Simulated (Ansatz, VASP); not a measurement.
Two plane-wave programs on Zr

The input INCAR:

```
PREC     = Accurate       # precision mode
ENCUT    = 520            # plane-wave cutoff, eV
EDIFF    = 1E-6           # SCF threshold, eV
ISMEAR   = -1             # smearing method
SIGMA    = 0.1            # smearing width, eV
LREAL    = False          # projectors in reciprocal space
LASPH    = True           # aspherical terms in the spheres
NELM     = 60             # most SCF steps
ALGO     = Normal         # electronic algorithm
ISIF     = 2              # what is computed and relaxed
LWAVE    = False          # write WAVECAR
LCHARG   = False          # write CHGCAR
GGA      = B5             # functional
ALDAX    = 1.0          
AGGAX    = 1.0          
AGGAC    = 1.0          
ALDAC    = 0.0          
NBANDS   = 12             # bands
```

KPOINTS

```
Automatic mesh
0
Gamma
  12 12 12
```

Contents of POSCAR:

```
Zr
1.0
    3.0767096410      0.0000000000      0.0000000000
    0.0000000000      3.0767096410      0.0000000000
    0.0000000000      0.0000000000      3.0767096410
Zr
1
Direct
    0.0000000000      0.0000000000      0.0000000000
```

Input for Ansatz:

```yaml
crystal:
  lattice:
    - [3.076709641, 0.0, 0.0]
    - [0.0, 3.076709641, 0.0]
    - [0.0, 0.0, 3.076709641]
  atoms:
    - { symbol: Zr, position: [0.0, 0.0, 0.0] }
hamiltonian:
  xc: blyp
  pseudopotentials:
    kind: paw
    azcp:
      Zr: "pseudopotentials/Zr.paw.azcp"
basis:
  ecutwfc: 420
  fft_grid_basis: typed
kpoints:
  mp_grid: { grid: [12, 12, 12], shift: [0, 0, 0] }
magnetization:
  spin_polarized: false
scf:
  occupations: { method: fermi_dirac, width: 0.1 }
  lower_state_search: "off"
output:
  stress: true
  write_density: true
  write_potential: true
  elf: true
  volumetric_format: npy
```

Alike in both runs: task single point; functional BLYP; k mesh 12 × 12 × 12; occupations fermi-dirac, width 0.1 eV; no spin polarisation.

|  | VASP | Ansatz |
| --- | --- | --- |
| version | VASP 6.6.1 | Ansatz 0.2.0 |
| potentials or method | VASP PAW PBE potentials, release 64 (Zr_sv) | plane waves (420 eV) with PAW, scalar-relativistic |
| plane-wave cutoff (eV) | 520 | 420 |
| valence electrons in the cell | 12 | 12 |

```tsv
	VASP	Ansatz	Ansatz less VASP
pressure (GPa)	-5.4	-5.4	-0.05
```

Caveats: the PAW data sets were made with another functional, which shifts forces and pressure a little (VASP).
